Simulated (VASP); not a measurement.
# Pd (Fm-3m) in VASP: single point with PBEsol

Aim: the single point of Pd with PBEsol.

All numbers are computed with VASP 6.6.1; they aren't measurements. Logs are shortened: lines on timing, memory, paths and dates and some standing lists are left out, and cuts for length are marked.

## 1. The crystal as given

The structure is cubic, space group Fm-3m (No. 225). Conventional cell: a = 3.872 Å, b = 3.872 Å, c = 3.872 Å, α = 90.00°, β = 90.00°, γ = 90.00°. Pd (site symmetry m-3m) is surrounded by 12 Pd at 2.74 Å.

## 2. Single point, PBEsol, non-collinear spin, zero start, spin-orbit coupling

The input, INCAR:

```
PREC     = Accurate       # precision mode
ENCUT    = 520            # plane-wave cutoff, eV
EDIFF    = 1E-6           # SCF threshold, eV
ISMEAR   = 0              # smearing method
SIGMA    = 0.1            # smearing width, eV
LREAL    = False          # projectors in reciprocal space
LASPH    = True           # aspherical terms in the spheres
NELM     = 80             # most SCF steps
ALGO     = Normal         # electronic algorithm
ISIF     = 2              # what is computed and relaxed
LWAVE    = False          # write WAVECAR
LCHARG   = False          # write CHGCAR
MAGMOM   = 0 0 0          # initial moments
LORBIT   = 11             # projections on sites
LSORBIT  = True           # spin-orbit coupling
GGA_COMPAT= False        
LMAXMIX  = 4              # l up to which the mixer works
GGA      = PS             # functional
NBANDS   = 21             # bands
```

The input, KPOINTS:

```
regular mesh
0
Gamma
  18 18 18
```

The input, POSCAR:

```
Pd
1.0
    0.0000000000      1.9362400000      1.9362400000
    1.9362400000      0.0000000000      1.9362400000
    1.9362400000      1.9362400000      0.0000000000
Pd
1
Direct
    0.0000000000      1.0000000000      1.0000000000
```

Potentials or basis: VASP PAW PBE potentials, release 64 (Pd).

Launch:

```sh
$ cat potpaw_PBE.64/Pd/POTCAR > POTCAR
$ mpirun -np 1 vasp_ncl > vasp.out
```

OUTCAR:

```text
PREC = Accurate
   ENCUT = 520
   EDIFF = 1E-6
   ISMEAR = 0
   LREAL = False
   LASPH = True
   NELM = 80
   ISIF = 2
   LORBIT = 11
   LSORBIT = True
   GGA = PS

 ion  position               nearest neighbor table
   1  0.000  0.000  0.000-

  LATTYP: Found a face centered cubic cell.
 ALAT       =     3.8724800000

  Lattice vectors:

 A1 = (   0.0000000000,   1.9362400000,   1.9362400000)
 A2 = (   1.9362400000,   0.0000000000,   1.9362400000)
 A3 = (   1.9362400000,   1.9362400000,   0.0000000000)

Analysis of symmetry for initial positions (statically):
=====================================================================
 Subroutine PRICEL returns:
 Original cell was already a primitive cell.

 Routine SETGRP: Setting up the symmetry group for a
 face centered cubic supercell.

 Subroutine GETGRP returns: Found 48 space group operations
 (whereof 48 operations were pure point group operations)
 out of a pool of 48 trial point group operations.

The static configuration has the point symmetry O_h .

Analysis of symmetry for dynamics (positions and initial velocities):
=====================================================================
 Subroutine PRICEL returns:
 Original cell was already a primitive cell.

 Routine SETGRP: Setting up the symmetry group for a
 face centered cubic supercell.

 Subroutine GETGRP returns: Found 48 space group operations
 (whereof 48 operations were pure point group operations)
 out of a pool of 48 trial point group operations.

The dynamic configuration has the point symmetry O_h .

Analysis of structural, dynamic, and magnetic symmetry:
=====================================================================
 Subroutine PRICEL returns:
 Original cell was already a primitive cell.

 Routine SETGRP: Setting up the symmetry group for a
 face centered cubic supercell.

 Subroutine GETGRP returns: Found 48 space group operations
 (whereof 48 operations were pure point group operations)
 out of a pool of 48 trial point group operations.

The overall configuration has the point symmetry O_h .

 Subroutine INISYM returns: Found 48 space group operations
 (whereof 48 operations are pure point group operations),
 and found     1 'primitive' translations

----------------------------------------------------------------------------------------

                                     Primitive cell

  volume of cell :      14.5180

  direct lattice vectors                    reciprocal lattice vectors
     0.000000000  1.936240000  1.936240000    -0.258232451  0.258232451  0.258232451
     1.936240000  0.000000000  1.936240000     0.258232451 -0.258232451  0.258232451
     1.936240000  1.936240000  0.000000000     0.258232451  0.258232451 -0.258232451

  length of vectors
     2.738256868  2.738256868  2.738256868     0.447271724  0.447271724  0.447271724

  position of ions in fractional coordinates (direct lattice)
     0.000000000  0.000000000  0.000000000

  ion indices of the primitive-cell ions
   primitive index   ion index
                 1           1

----------------------------------------------------------------------------------------

 KPOINTS: regular mesh

Automatic generation of k-mesh.
 Grid dimensions read from file:
 generate k-points for:   18   18   18

 Generating k-lattice:

  Cartesian coordinates                     Fractional coordinates (reciprocal lattice)
    -0.014346247  0.014346247  0.014346247     0.055555556  0.000000000  0.000000000
     0.014346247 -0.014346247  0.014346247     0.000000000  0.055555556  0.000000000
     0.014346247  0.014346247 -0.014346247     0.000000000  0.000000000  0.055555556

  Length of vectors
     0.024848429  0.024848429  0.024848429

  Shift w.r.t. Gamma in fractional coordinates (k-lattice)
     0.000000000  0.000000000  0.000000000

 Subroutine IBZKPT returns following result:
 ===========================================

 Found    195 irreducible k-points:

 Following reciprocal coordinates:
            Coordinates               Weight
  0.000000  0.000000  0.000000      1.000000
  0.055556  0.000000  0.000000      8.000000
  0.111111  0.000000  0.000000      8.000000
  0.166667  0.000000  0.000000      8.000000
  0.222222  0.000000  0.000000      8.000000
  0.277778  0.000000  0.000000      8.000000
[... 16 lines left out ...]
 -0.277778  0.055556  0.000000     24.000000
 -0.222222  0.055556  0.000000     24.000000
 [... further k-points ...]
   k-points           NKPTS =    195   k-points in BZ     NKDIM =    195   number of bands    NBANDS=     21
   number of dos      NEDOS =    301   number of ions     NIONS =      1
   total plane-waves  NPLWV =   8000
   dimension x,y,z NGX =    20 NGY =   20 NGZ =   20
   dimension x,y,z NGXF=    40 NGYF=   40 NGZF=   40
   ions per type =               1
   NGX,Y,Z   is equivalent  to a cutoff of  12.14, 12.14, 12.14 a.u.
   NGXF,Y,Z  is equivalent  to a cutoff of  24.28, 24.28, 24.28 a.u.
 SYSTEM =  unknown system
   PREC   = accura    normal or accurate (medium, high low for compatibility)
   ISTART =      0    job   : 0-new  1-cont  2-samecut
   ICHARG =      2    charge: 1-file 2-atom 10-const
   ISPIN  =      1    spin polarized calculation?
   LNONCOLLINEAR =      T non collinear calculations
   LSORBIT =      T    spin-orbit coupling
   LASPH  =      T    aspherical Exc in radial PAW
   ENCUT  =  520.0 eV  38.22 Ry    6.18 a.u.   5.09  5.09  5.09*2*pi/ulx,y,z
   NELM   =     80;   NELMIN=  2; NELMDL= -5     # of ELM steps
   EDIFF  = 0.1E-05   stopping-criterion for ELM
   LREAL  =      F    real-space projection
   EDIFFG = 0.1E-04   stopping-criterion for IOM
   NSW    =      0    number of steps for IOM
   IBRION =     -1    ionic relax: 0-MD 1-quasi-New 2-CG
   NFREE  =      0    steps in history (QN), initial steepest desc. (CG)
   ISIF   =      2    stress and relaxation
   ISYM   =      2    0-nonsym 1-usesym 2-fastsym
   POTIM  = 0.5000    time-step for ionic-motion
   TEBEG  =    0.0;   TEEND  =   0.0 temperature during run
   PSTRESS=    0.0 pullay stress
   NELECT =      10.0000    total number of electrons
   NUPDOWN=      -1.0000    fix difference up-down
   EMIN   =  10.00;   EMAX   =-10.00  energy-range for DOS
   EFERMI =   0.00;   METHOD = LEGACY
   ISMEAR =     0;   SIGMA  =   0.10  broadening in eV -4-tet -1-fermi 0-gaus
   EFERMI_NEDOS =   21; number of points for ismear=-14 and -15
   IALGO  =     38    algorithm
   IMIX   =      4    mixing-type and parameters
     AMIX     =   0.40;   BMIX     =  1.00
     AMIX_MAG =   1.60;   BMIX_MAG =  1.00
  volume/ion in A,a.u.               =      14.52        97.97
  Fermi-wavevector in a.u.,A,eV,Ry     =   1.445791  2.732150 28.440433  2.090313
  Thomas-Fermi vector in A             =   2.563933
   LORBIT       =     11    0 simple, 1 ext, 2 COOP (PROOUT), +10 PAW based schemes
   GGA     = PS    functional components
   LHFCALC =     F    Hartree Fock is set to
   AEXX    =    0.0000 exact exchange contribution
   IVDW    =     0    specifies the selected vdW correction
   LEPSILON=     F    determine dielectric tensor
   LRPA    =     F    only Hartree local field effects (RPA)
 Gauss-broadening in eV      SIGMA  =   0.10
  energy-cutoff  :      520.00
  volume of cell :       14.52
 maximum number of plane-waves:       798
   NGX = 11   NGY = 11   NGZ = 11

 number of electron      10.0000000 magnetization       0.0000000      0.0000000      0.0000000

 number of electron      10.0000002 magnetization      -0.0000000      0.0000000     -0.0000000

 number of electron      10.0000002 magnetization       0.0000000     -0.0000000      0.0000000

 Free energy of the ion-electron system (eV)
  ---------------------------------------------------
  ext. energy  EPLUGINS =         0.00000000
  ---------------------------------------------------
  free energy    TOTEN  =        -6.01245968 eV

  energy without entropy =       -6.00138472  energy(sigma->0) =       -6.00692220

 E-fermi :   9.9053     XC(G=0): -13.4798

 val. band max:        9.9019541760   @ k =   0.5000   0.1111   0.0000
 cond. band min:       9.9061760083   @ k =  -0.4444   0.3889   0.1111
 fundamental gap:      0.0042218323
 Fermi energy:         9.9053241436

 k-point     1 :       0.0000    0.0000    0.0000
  band No.  band energies     occupation
      1       2.5267      1.00000
      2       2.5267      1.00000
      3       6.8374      1.00000
      4       6.8374      1.00000
      5       6.8374      1.00000
      6       6.8374      1.00000
[... 550 lines left out ...]
      5       7.1152      1.00000
      6       7.1152      1.00000
[... 13 lines left out ...]
     20      34.5325      0.00000
     21      34.9854      0.00000

 [... further k-points ...]

------------------------ aborting loop because EDIFF is reached ----------------------------------------

  FORCE on cell =-STRESS in cart. coord.  units (eV):
  Direction    XX          YY          ZZ          XY          YZ          ZX
  --------------------------------------------------------------------------------------
  -------------------------------------------------------------------------------------
  Total        0.0164352      0.0164352      0.0164352      0.0000000      0.0000000     -0.0000000
  in kB        1.8137525      1.8137525      1.8137525      0.0000000      0.0000000     -0.0000000
  external PRESSURE =       1.8137525 kB  Pullay stress =       0.0000000 kB

 VOLUME and BASIS-vectors are now :
 -----------------------------------------------------------------------------
  energy-cutoff  :      520.00
  volume of cell :       14.52
      direct lattice vectors                 reciprocal lattice vectors
     0.000000000  1.936240000  1.936240000    -0.258232451  0.258232451  0.258232451
     1.936240000  0.000000000  1.936240000     0.258232451 -0.258232451  0.258232451
     1.936240000  1.936240000  0.000000000     0.258232451  0.258232451 -0.258232451

 POSITION                                       TOTAL-FORCE (eV/Angst)
 -----------------------------------------------------------------------------------
      0.00000      0.00000      0.00000         0.000000     -0.000000      0.000000
 -----------------------------------------------------------------------------------
    total drift:                                0.000000      0.000000      0.000000

  FREE ENERGIE OF THE ION-ELECTRON SYSTEM (eV)
  ---------------------------------------------------
  free  energy   TOTEN  =        -6.0124596845 eV

  energy  without entropy=       -6.0013847229  energy(sigma->0) =       -6.00692220

 Spin-Orbit-Coupling matrix elements

 Ion:    1  E_soc:     -0.0856412
 l=   1
     0.0000000    -0.0026237    -0.0026237
    -0.0026237     0.0000000    -0.0026237
    -0.0026237    -0.0026237     0.0000000
 l=   2
     0.0000000    -0.0022940     0.0000000    -0.0022940    -0.0093558
    -0.0022940     0.0000000    -0.0070169    -0.0022940    -0.0023390
     0.0000000    -0.0070169     0.0000000    -0.0070169     0.0000000
    -0.0022940    -0.0022940    -0.0070169     0.0000000    -0.0023390
    -0.0093558    -0.0023390     0.0000000    -0.0023390     0.0000000
 l=   3
     0.0000000     0.0000000     0.0000000     0.0000000     0.0000000     0.0000000     0.0000000
     0.0000000     0.0000000     0.0000000     0.0000000     0.0000000     0.0000000     0.0000000
     0.0000000     0.0000000     0.0000000     0.0000000     0.0000000     0.0000000     0.0000000
     0.0000000     0.0000000     0.0000000     0.0000000     0.0000000     0.0000000     0.0000000
     0.0000000     0.0000000     0.0000000     0.0000000     0.0000000     0.0000000     0.0000000
     0.0000000     0.0000000     0.0000000     0.0000000     0.0000000     0.0000000     0.0000000
     0.0000000     0.0000000     0.0000000     0.0000000     0.0000000     0.0000000     0.0000000

 total charge

# of ion       s       p       d       tot
------------------------------------------
    1        0.491   0.502   8.466   9.460

 magnetization (x)

# of ion       s       p       d       tot
------------------------------------------
    1       -0.000  -0.000  -0.000  -0.000

 magnetization (y)

# of ion       s       p       d       tot
------------------------------------------
    1        0.000  -0.000  -0.000  -0.000

 magnetization (z)

# of ion       s       p       d       tot
------------------------------------------
    1       -0.000  -0.000   0.000   0.000
```

It took 2.3 min on 1 thread of Intel Xeon Platinum 8259CL at 2.50GHz (Skylake/Cascade Lake), shared host; peak memory 0.22 GiB.

What came out:

```yaml
Free_energy: -6.0125 eV
Pressure: 0.2 GPa
Net_moment: 0.00 μB per cell
Valence_electrons_inside_the_program's_atomic_spheres: Pd 9.46
```

Moments on the atoms (μB; x, y, z):
```
Pd  0.00 0.00 0.00
```

Caveat: the PAW data sets were made with another functional, which shifts forces and pressure a little.
